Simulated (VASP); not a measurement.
**PtS$_{2}$ (1T (CdI2) bulk): gaps by functional in VASP**

```
Pt S
1.0
     3.55264    0.00000    0.00000
    -1.77632    3.07668    0.00000
     0.00000    0.00000    5.12271
Pt S
1 2
Direct
  0.00000 0.00000 0.00000
  0.33333 0.66667 0.23926
  0.66667 0.33333 0.76074
```

All runs share this cell. Band v is the last that the valence electrons fill when counted band by band, and c is the next. A negative gap between them is a band overlap, as in a metal.

```
 level  gap (eV)  least direct gap (eV)  pressure (GPa)
   PBE      0.71                   0.97             3.2
   LDA      0.60                   0.88            -4.1
PBEsol      0.64                   0.92            -1.7
```
